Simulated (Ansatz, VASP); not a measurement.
# One calculation of TaS2, two programs

```
Ta S
1.0
     3.39408    0.00000    0.00000
    -1.69704    2.93936    0.00000
     0.00000    0.00000    5.93711
Ta S
1 2
Direct
  0.00000 0.00000 0.00000
  0.66667 0.33333 0.75000
  0.33333 0.66667 0.25000
```

Change from the starting cell: volume scaled by 1.04.

Alike in both runs: task single point; functional PBEsol; k mesh 9 × 9 × 5; occupations fermi-dirac, width 0.05 eV; no spin polarisation.

|  | VASP | Ansatz |
| --- | --- | --- |
| version | VASP 6.6.1 | Ansatz 0.2.0 |
| potentials or method | VASP PAW PBE potentials, release 64 (Ta_pv, S) | Ansatz PAW |
| plane-wave cutoff (eV) | 520 | 420 |
| valence electrons in the cell | 23 | 25 |

```csv
,VASP,Ansatz,Ansatz less VASP
gap on the k mesh at the Fermi level (eV),none,none,-
pressure (GPa),-0.9,-1.0,-0.10
largest component of the traceless stress (GPa),3.57,3.51,-0.057
rms of the force components (eV/Å),0.175,0.164,-0.0106
```

Atom by atom the forces differ by 0.011 eV/Å (rms over components). A gap of «none» marks a metal or a gap that the smearing closes. The two sets of potentials don't hold the same shells in valence.

Caveats: this functional lacks dispersion, which binds the layers, so the pressure and a relaxed spacing across them are unreliable; the PAW data sets were made with another functional, which shifts forces and pressure a little (VASP); the PAW data sets come from PBE, with cores solved anew for the run's functional, which leaves a small shift of forces and pressure (Ansatz). Spin-orbit coupling is left out, which matters for the levels of Ta.
